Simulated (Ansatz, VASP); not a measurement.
# Os in VASP and in Ansatz

```
Os
1.0
     0.00000    1.94500    1.94500
     1.94500    0.00000    1.94500
     1.94500    1.94500    0.00000
Os
1
Cartesian
  0.0000 0.0000 0.0000
```

Alike in both runs: task single point; functional LDA; k mesh 14 × 14 × 14; occupations fermi-dirac, width 0.03 eV; no spin polarisation.

|  | VASP | Ansatz |
| --- | --- | --- |
| version | VASP 6.6.1 | Ansatz 0.2.0 |
| potentials or method | VASP PAW LDA potentials, release 64 (Os), cutoff 520 eV | all-electron LAPW, scalar-relativistic |

|  | VASP | Ansatz | Ansatz less VASP |
| --- | --- | --- | --- |
| pressure (GPa) | -24.9 | -25.3 | -0.41 |

Ansatz ran all-electron here, so the differences hold the error of VASP's frozen core and of both bases.

Caveats: so large a pressure means that the cell lies far from this level's equilibrium, or that cutoff or potentials fall short (VASP). Spin-orbit coupling is left out, which matters for the levels of Os.
